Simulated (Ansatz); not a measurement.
# Polar KTaO3 (001), KO below and TaO2 above films against thickness, part 3 of 4

What happens to a polar KTaO3 (001), KO below and TaO2 above film as it grows?

Ansatz 0.2.0; plane-wave DFT, PBE, Ansatz PAW.

So far, dipole along the normal (e·Å): step 2 (relaxation, 5 atoms, units 1) -0.203.

## (6) Before relaxing, 15 atoms, units 3

The input, input.yaml:

```yaml
crystal:
  lattice:
    - [3.99, 0.0, 0.0]
    - [0.0, 3.99, 0.0]
    - [0.0, 0.0, 27.975]
  atoms:
    - { symbol: K, position: [0.0, 0.0, 0.3217158177] }
    - { symbol: O, position: [0.5, 0.5, 0.3217158177] }
    - { symbol: Ta, position: [0.5, 0.5, 0.3930294906] }
    - { symbol: O, position: [0.0, 0.5, 0.3930294906] }
    - { symbol: O, position: [0.5, 0.0, 0.3930294906] }
    - { symbol: K, position: [0.0, 0.0, 0.4643431635] }
    - { symbol: O, position: [0.5, 0.5, 0.4643431635] }
    - { symbol: Ta, position: [0.5, 0.5, 0.5356568365] }
    - { symbol: O, position: [0.0, 0.5, 0.5356568365] }
    - { symbol: O, position: [0.5, 0.0, 0.5356568365] }
    - { symbol: K, position: [0.0, 0.0, 0.6069705094] }
    - { symbol: O, position: [0.5, 0.5, 0.6069705094] }
    - { symbol: Ta, position: [0.5, 0.5, 0.6782841823] }
    - { symbol: O, position: [0.0, 0.5, 0.6782841823] }
    - { symbol: O, position: [0.5, 0.0, 0.6782841823] }
kpoints:
  mp_grid: { grid: [8, 8, 1] }
hamiltonian:
  xc: pbe
scf:
  occupations: { method: fermi_dirac, width: 0.03 }
  convergence: { dr2_threshold: 1.0e-09 }
efield:
  axis: 3
  dipole_correction: true
  ramp_position: 0.97
  ramp_width: 0.06
output:
  write_potential: true
  write_density: true
  volumetric_format: npy
```

On the command line:

```console
ansatz run input.yaml --threads 4 --pin off --max-ram 12288MiB --backend cpu --events-out ev --progress --plain --runs-dir out
```

Numbers of over 12 decimals in the logs are rounded to 6 here.

Output:

```text
[...]
Crystal: 15 atoms, lattice volume = 445.365 Å³
Basis set: ecut = 420 eV, 8733 PW (Γ)
Bands: 75, of which v1, the nominal top of the filled ones, is band 60 counted from 1 (59 counted from 0)
Symmetry: 8 space group operations
[...]
k-points: 15 of 64
[...]
SCF iter   1: F=—  HF=-39531.506554 eV  |F-HF|=—  |Δ(HF+E_count)|=         —  Δρ=6.81e-3  dr2=2.93e0  ethr=1.77e-3  p=0.170 e·Å  D=6.91e-2 V/Å  ΔV_dip=-1.93 eV  dr2_dipole=1.86e0  V_vac-E_F(+/−)=3.11/5.04 eV  ⟨swp⟩=7.5  Hψ=4812  notcnv=0  defer=33
[...]
SCF iter  19: F=-39531.386180 eV  HF=-39531.386180 eV  |F-HF|=5.09e-10  |Δ(HF+E_count)|=   1.06e-9  Δρ=2.79e-7  dr2=7.78e-10  ethr=1.00e-12  p=0.298 e·Å  D=1.21e-1 V/Å  ΔV_dip=-3.39 eV  dr2_dipole=6.48e-11  V_vac-E_F(+/−)=1.92/5.30 eV  ⟨swp⟩=13.5  Hψ=4570  notcnv=0
SCF 1 converged in 19 iterations: F = -39531.386180 eV  dr2 = 7.78e-10
[...]
SCF converged after 19 iterations
Free energy (F): -39531.386180 eV
[...]
Internal energy: -39531.359655 eV  (E = F + TS)
E sigma→0 (E₀):  -39531.372918 eV
Entropy (-TS):   -0.026525 eV (-1.768 meV/atom)
Fermi energy:    2.203864 eV
Dipole field:    D = 0.121004 V/Å  (p = 0.297820 e·Å, saw-weighted, corrected)
Work function:   Φ+ = 1.9154 eV   Φ− = 5.3006 eV
[...]
--- Band table (eV; the first three rows and the last of 15) ---
  k-point 0: bands = [... 56 lower, 1.1940, 1.4014, 1.6626, 1.6626, 1.9069, 2.1687, 2.1687, 2.4332, ... 11 higher]
  k-point 1: bands = [... 56 lower, 0.9595, 1.3483, 1.6338, 1.8544, 2.1759, 2.3533, 2.3605, 2.6445, ... 11 higher]
  k-point 2: bands = [... 56 lower, 0.6466, 1.3663, 1.5671, 2.0287, 2.2043, 2.6493, 3.3139, 3.3620, ... 11 higher]
  k-point 14: bands = [... 56 lower, 1.2702, 1.9936, 2.2323, 2.2323, 3.3516, 4.6039, 4.6039, 5.9688, ... 11 higher]
```

Elapsed: 20 s, on 4 threads of Arm Neoverse V2, shared host; peak memory 1.3 GiB; 79 s of CPU time.

Numbers from this step:

```yaml
energy_at_zero_smearing: -39531.3729 eV
work_function_upper_face: 1.915 eV
work_function_lower_face: 5.301 eV
dipole_along_the_normal: 0.2978 e·Å
step_between_the_vacuum_levels: -3.385 eV
```

The vacuum levels of the two faces differ by 3.39 eV, and there is no gap.

## (7) Relaxing the slab, 20 atoms, units 4

System of this step: KTaO3 (001), KO below and TaO2 above, 4 units. The cell holds 20 atoms: 4 K, 12 O and 4 Ta. Cell: a = 3.990 Å, b = 3.990 Å, c = 31.965 Å, α = 90.0°, β = 90.0°, γ = 90.0°. It derives from KTaO3 (perovskite KTaO3). Vacuum lies along c.

The next thickness, treated alike, to follow how potential and charge build up across the film.

The input, input.yaml:

```yaml
crystal:
  lattice:
    - [3.99, 0.0, 0.0]
    - [0.0, 3.99, 0.0]
    - [0.0, 0.0, 31.965]
  atoms:
    - { symbol: K, position: [0.0, 0.0, 0.281557954] }
    - { symbol: O, position: [0.5, 0.5, 0.281557954] }
    - { symbol: Ta, position: [0.5, 0.5, 0.3439699672] }
    - { symbol: O, position: [0.0, 0.5, 0.3439699672] }
    - { symbol: O, position: [0.5, 0.0, 0.3439699672] }
    - { symbol: K, position: [0.0, 0.0, 0.4063819803] }
    - { symbol: O, position: [0.5, 0.5, 0.4063819803] }
    - { symbol: Ta, position: [0.5, 0.5, 0.4687939934] }
    - { symbol: O, position: [0.0, 0.5, 0.4687939934] }
    - { symbol: O, position: [0.5, 0.0, 0.4687939934] }
    - { symbol: K, position: [0.0, 0.0, 0.5312060066] }
    - { symbol: O, position: [0.5, 0.5, 0.5312060066] }
    - { symbol: Ta, position: [0.5, 0.5, 0.5936180197] }
    - { symbol: O, position: [0.0, 0.5, 0.5936180197] }
    - { symbol: O, position: [0.5, 0.0, 0.5936180197] }
    - { symbol: K, position: [0.0, 0.0, 0.6560300328] }
    - { symbol: O, position: [0.5, 0.5, 0.6560300328] }
    - { symbol: Ta, position: [0.5, 0.5, 0.718442046] }
    - { symbol: O, position: [0.0, 0.5, 0.718442046] }
    - { symbol: O, position: [0.5, 0.0, 0.718442046] }
kpoints:
  mp_grid: { grid: [8, 8, 1] }
hamiltonian:
  xc: pbe
scf:
  occupations: { method: fermi_dirac, width: 0.03 }
  convergence: { dr2_threshold: 1.0e-09 }
efield:
  axis: 3
  dipole_correction: true
  ramp_position: 0.97
  ramp_width: 0.06
relax:
  f_tol: 0.01
  max_steps: 100
output:
  eigenvalues: true
  dos: { projected: true, e_range: [-7, 7] }
  write_potential: true
  write_density: true
  volumetric_format: npy
```

Output:

```text
[...]
Crystal: 20 atoms, lattice volume = 508.886 Å³
Basis set: ecut = 420 eV, 9939 PW (Γ), exchange–correlation on 54×54×432 points (8 copies of the dense FFT grid, shifted against one another)
Bands: 100, of which v1, the nominal top of the filled ones, is band 80 counted from 1 (79 counted from 0)
Symmetry: 8 space group operations
[...]
- { symbol: O, position: [0.5, 0.5, 0.535893] }
    - { symbol: Ta, position: [0.5, 0.5, 0.593639] }
    - { symbol: O, position: [0, 0.5, 0.600468] }
    - { symbol: O, position: [0.5, 0.0, 0.600468] }
    - { symbol: K, position: [0, 0.0, 0.662388] }
    - { symbol: O, position: [0.5, 0.5, 0.667223] }
    - { symbol: Ta, position: [0.5, 0.5, 0.724387] }
    - { symbol: O, position: [0, 0.5, 0.733029] }
    - { symbol: O, position: [0.5, 0.0, 0.733029] }
[key lines of the parts left out:]
SCF converged after 9 iterations
Free energy (F): -52711.761784 eV
Fermi energy:    3.193481 eV
Dipole field:    D = -0.058076 V/Å  (p = -0.163326 e·Å, saw-weighted, corrected)
Work function:   Φ+ = 4.6065 eV   Φ− = 2.7501 eV
```

Wall time 5.2 min (4 threads); peak memory 1.6 GiB.

The steps of the relaxation:

```tsv
step	energy less that of the first step (eV)	largest force component (eV/Å)
1	0.0000	4.1341
2	-0.9801	3.2867
3	-0.9986	9.9702
4	-2.0590	2.0011
5	-2.2386	0.6396
6	-2.2678	0.2295
7	-2.2720	0.0463
8	-2.2722	0.0102
9	-2.2722	0.0027
```

Forces are held to the 8 operations that the run works with; a distortion that breaks them can't arise in this run.

The atoms that moved most (Å):

```tsv
atom	dx	dy	dz	length
K1	0.000	0.000	-0.488	0.488
O20	0.000	0.000	0.466	0.466
O19	0.000	0.000	0.466	0.466
Ta3	0.000	0.000	-0.444	0.444
O17	0.000	0.000	0.358	0.358
O2	0.000	0.000	-0.286	0.286
K6	0.000	0.000	-0.270	0.270
O4	0.000	0.000	-0.237	0.237
```

Final coordinates:

```cif
data_structure
_symmetry_space_group_name_H-M 'P 1'
_symmetry_Int_Tables_number 1
_cell_length_a 3.9900
_cell_length_b 3.9900
_cell_length_c 31.9650
_cell_angle_alpha 90.000
_cell_angle_beta 90.000
_cell_angle_gamma 90.000
_cell_volume 508.89
loop_
_atom_site_label
_atom_site_type_symbol
_atom_site_fract_x
_atom_site_fract_y
_atom_site_fract_z
_atom_site_occupancy
K1 K 0.00000 0.00000 0.26628 1
O2 O 0.50000 0.50000 0.27260 1
Ta3 Ta 0.50000 0.50000 0.33009 1
O4 O 0.00000 0.50000 0.33656 1
O5 O 0.50000 0.00000 0.33656 1
K6 K 0.00000 0.00000 0.39793 1
O7 O 0.50000 0.50000 0.40451 1
Ta8 Ta 0.50000 0.50000 0.46229 1
O9 O 0.00000 0.50000 0.46896 1
O10 O 0.50000 0.00000 0.46896 1
K11 K 0.00000 0.00000 0.52956 1
O12 O 0.50000 0.50000 0.53589 1
Ta13 Ta 0.50000 0.50000 0.59364 1
O14 O 0.00000 0.50000 0.60047 1
O15 O 0.50000 0.00000 0.60047 1
K16 K 0.00000 0.00000 0.66239 1
O17 O 0.50000 0.50000 0.66722 1
Ta18 Ta 0.50000 0.50000 0.72439 1
O19 O 0.00000 0.50000 0.73303 1
O20 O 0.50000 0.00000 0.73303 1
```

The density of states has structure finer than the step of the table below, so its rows give means over 0.2 eV, whole bins alone (the curve runs from -7 to 1.98 eV). Peaks (eV: height): -6.09: 23.2, -5.14: 22.5, -4.23: 22.3, -2.86: 29.7, -2.58: 23.9, -2.19: 32.3, -1.91: 27.3.

Table of density of states by energy, zero at the Fermi level of the run, which the smearing sets inside the gap; means over each step:

```tsv
energy (eV)	density of states (states/eV a cell)
-6.8	0.347
-6.6	2.50
-6.4	6.20
-6.2	11.2
-6.0	11.4
-5.8	7.47
-5.6	6.21
-5.4	8.90
-5.2	12.5
-5.0	14.7
-4.8	12.8
-4.6	15.0
-4.4	18.6
-4.2	21.0
-4.0	18.2
-3.8	15.1
-3.6	13.7
-3.4	11.2
-3.2	12.2
-3.0	12.4
-2.8	18.0
-2.6	18.4
-2.4	20.1
-2.2	22.9
-2.0	19.2
-1.8	11.5
-1.6	10.9
-1.4	4.90
-1.2	2.22
-1.0	0.830
-0.8	1.5e-4
-0.6	0
-0.4	0
-0.2	0
0.0	0
0.2	0
0.4	0
0.6	0
0.8	9.1e-5
1.0	0.0550
1.2	0.276
1.4	0.710
1.6	1.19
1.8	1.53
```

The relaxation took 9 steps and lowered the energy by 2.3 eV; the largest force on the free atoms ends at 0.0027 eV/Å.

The vacuum levels of the two faces differ by 1.86 eV, and the gap is 1.86 eV.

## (8) Before relaxing, 20 atoms, units 4

Edit input.yaml of step 7 so:

```diff
@@ -38,8 +38,3 @@
   ramp_width: 0.06
-relax:
-  f_tol: 0.01
-  max_steps: 100
 output:
-  eigenvalues: true
-  dos: { projected: true, e_range: [-7, 7] }
   write_potential: true
```

Output:

```text
[...]
Crystal: 20 atoms, lattice volume = 508.886 Å³
Basis set: ecut = 420 eV, 9939 PW (Γ)
Bands: 100, of which v1, the nominal top of the filled ones, is band 80 counted from 1 (79 counted from 0)
Symmetry: 8 space group operations
[...]
k-points: 15 of 64
[...]
k-point 0: bands = [... 76 lower, 2.2359, 2.4803, 2.6866, 2.6866, 2.9358, 3.0866, 3.0866, 3.4021, ... 16 higher]
  k-point 1: bands = [... 76 lower, 2.0011, 2.4048, 2.6551, 2.8442, 3.0985, 3.3141, 3.3865, 3.6111, ... 16 higher]
  k-point 2: bands = [... 76 lower, 1.8822, 2.4216, 2.5850, 3.0077, 3.1340, 3.6266, 4.3377, 4.3458, ... 16 higher]
  k-point 14: bands = [... 76 lower, 2.2973, 3.0443, 3.2074, 3.2074, 4.3447, 5.6047, 5.6047, 6.9150, ... 16 higher]
[key lines of the parts left out:]
SCF converged after 23 iterations
Free energy (F): -52709.486832 eV
Fermi energy:    3.165690 eV
Dipole field:    D = 0.106704 V/Å  (p = 0.300081 e·Å, saw-weighted, corrected)
Work function:   Φ+ = 1.8917 eV   Φ− = 5.3025 eV
```

The job ended after 39 s (4 threads; peak memory 1.7 GiB; 2.6 min of CPU time).

The vacuum levels of the two faces differ by 3.41 eV, and there is no gap.

## (9) Relaxation, 25 atoms, units 5

System of this step: KTaO3 (001), KO below and TaO2 above, 5 units. The cell holds 25 atoms: 5 K, 15 O and 5 Ta. Cell: a = 3.990 Å, b = 3.990 Å, c = 35.955 Å, α = 90.0°, β = 90.0°, γ = 90.0°. It derives from KTaO3 (perovskite KTaO3). Vacuum lies along c.

The next thickness, treated alike, to follow how potential and charge build up across the film.

The input, input.yaml:

```yaml
crystal:
  lattice:
    - [3.99, 0.0, 0.0]
    - [0.0, 3.99, 0.0]
    - [0.0, 0.0, 35.955]
  atoms:
    - { symbol: K, position: [0.0, 0.0, 0.2503128911] }
    - { symbol: O, position: [0.5, 0.5, 0.2503128911] }
    - { symbol: Ta, position: [0.5, 0.5, 0.3057989153] }
    - { symbol: O, position: [0.0, 0.5, 0.3057989153] }
    - { symbol: O, position: [0.5, 0.0, 0.3057989153] }
    - { symbol: K, position: [0.0, 0.0, 0.3612849395] }
    - { symbol: O, position: [0.5, 0.5, 0.3612849395] }
    - { symbol: Ta, position: [0.5, 0.5, 0.4167709637] }
    - { symbol: O, position: [0.0, 0.5, 0.4167709637] }
    - { symbol: O, position: [0.5, 0.0, 0.4167709637] }
    - { symbol: K, position: [0.0, 0.0, 0.4722569879] }
    - { symbol: O, position: [0.5, 0.5, 0.4722569879] }
    - { symbol: Ta, position: [0.5, 0.5, 0.5277430121] }
    - { symbol: O, position: [0.0, 0.5, 0.5277430121] }
    - { symbol: O, position: [0.5, 0.0, 0.5277430121] }
    - { symbol: K, position: [0.0, 0.0, 0.5832290363] }
    - { symbol: O, position: [0.5, 0.5, 0.5832290363] }
    - { symbol: Ta, position: [0.5, 0.5, 0.6387150605] }
    - { symbol: O, position: [0.0, 0.5, 0.6387150605] }
    - { symbol: O, position: [0.5, 0.0, 0.6387150605] }
    - { symbol: K, position: [0.0, 0.0, 0.6942010847] }
    - { symbol: O, position: [0.5, 0.5, 0.6942010847] }
    - { symbol: Ta, position: [0.5, 0.5, 0.7496871089] }
    - { symbol: O, position: [0.0, 0.5, 0.7496871089] }
    - { symbol: O, position: [0.5, 0.0, 0.7496871089] }
kpoints:
  mp_grid: { grid: [8, 8, 1] }
hamiltonian:
  xc: pbe
scf:
  occupations: { method: fermi_dirac, width: 0.03 }
  convergence: { dr2_threshold: 1.0e-09 }
efield:
  axis: 3
  dipole_correction: true
  ramp_position: 0.97
  ramp_width: 0.06
relax:
  f_tol: 0.01
  max_steps: 100
output:
  eigenvalues: true
  dos: { projected: true, e_range: [-7, 7] }
  write_potential: true
  write_density: true
  volumetric_format: npy
```

Output:

```text
[...]
Crystal: 25 atoms, lattice volume = 572.407 Å³
Basis set: ecut = 420 eV, 11209 PW (Γ), exchange–correlation on 54×54×486 points (8 copies of the dense FFT grid, shifted against one another)
Bands: 125, of which v1, the nominal top of the filled ones, is band 100 counted from 1 (99 counted from 0)
Symmetry: 8 space group operations
[...]
- { symbol: K, position: [0, 0.0, 0.584668] }
[...]
- { symbol: Ta, position: [0.5, 0.5, 0.641633] }
[...]
- { symbol: O, position: [0.5, 0.0, 0.647707] }
    - { symbol: K, position: [0, 0.0, 0.702777] }
    - { symbol: O, position: [0.5, 0.5, 0.707043] }
    - { symbol: Ta, position: [0.5, 0.5, 0.757861] }
    - { symbol: O, position: [0, 0.5, 0.765543] }
    - { symbol: O, position: [0.5, 0.0, 0.765543] }
[key lines of the parts left out:]
SCF converged after 11 iterations
Free energy (F): -65889.955086 eV
Fermi energy:    3.927916 eV
Dipole field:    D = -0.043229 V/Å  (p = -0.136746 e·Å, saw-weighted, corrected)
Work function:   Φ+ = 4.4839 eV   Φ− = 2.9296 eV
```

Run time: 8.9 min. Hardware: 4 threads; peak memory 2 GiB; 35 min of CPU time.

The density of states has structure finer than the step of the table below, so its rows give means over 0.25 eV, whole bins alone (the curve runs from -7 to 1.98 eV). Peaks (eV: height): -5.530: 23.5, -4.050: 30.7, -2.960: 25.1, -2.650: 47.3, -2.300: 36.0, -2.020: 29.4, -1.740: 25.2.

The density of states by energy, zero at the Fermi level of the run, which the smearing sets inside the gap; means over each step:

energy (eV), density of states (states/eV a cell) and a bar:
```
    -6.75        2.2 ##
    -6.50        6.3 #######
    -6.25       11.6 #############
    -6.00       10.2 ###########
    -5.75        8.8 ##########
    -5.50       13.3 ###############
    -5.25       13.1 ##############
    -5.00       15.2 #################
    -4.75       19.1 #####################
    -4.50       21.3 #######################
    -4.25       21.7 ########################
    -4.00       24.1 ##########################
    -3.75       19.3 #####################
    -3.50       16.9 ###################
    -3.25       14.1 ###############
    -3.00       16.2 ##################
    -2.75       27.4 ##############################
    -2.50       21.8 ########################
    -2.25       25.6 ############################
    -2.00       22.0 ########################
    -1.75       17.2 ###################
    -1.50       10.1 ###########
    -1.25        6.0 #######
    -1.00        1.3 #
    -0.75        0.1 
    -0.50        0.0 
    -0.25        0.0 
     0.00        0.0 
     0.25        0.0 
     0.50        0.0 
     0.75        0.0 
     1.00        0.2 
     1.25        0.6 #
     1.50        1.2 #
     1.75        1.8 ##
```

The relaxation took 9 steps and lowered the energy by 2.3 eV; the largest force on the free atoms ends at 0.0039 eV/Å.

The vacuum levels of the two faces differ by 1.55 eV, and the gap is 1.62 eV.

(Part 3 of 4 ends here.)

[Logs are printed without paths, hosts, clocks, repeated set-up lines and the standing remarks that a program may print on its own settings, such as how far it seeks lower states.]

[Hosts, paths, dates, database ids (printed as entryN), source tags and the programs' standing remarks are cut or masked in the printed files.]

[Maps of the electrostatic potential energy from Ansatz leave out the sawtooth potential of an applied field or a dipole correction, so their vacuum need not be flat; planar profiles and work functions include it.]

[The density of states shown here was stored with 400 of the rows of the run's finer table, so its peaks can read low, often by over a quarter, or be missed, and its means over a window can be off by a tenth or more.]
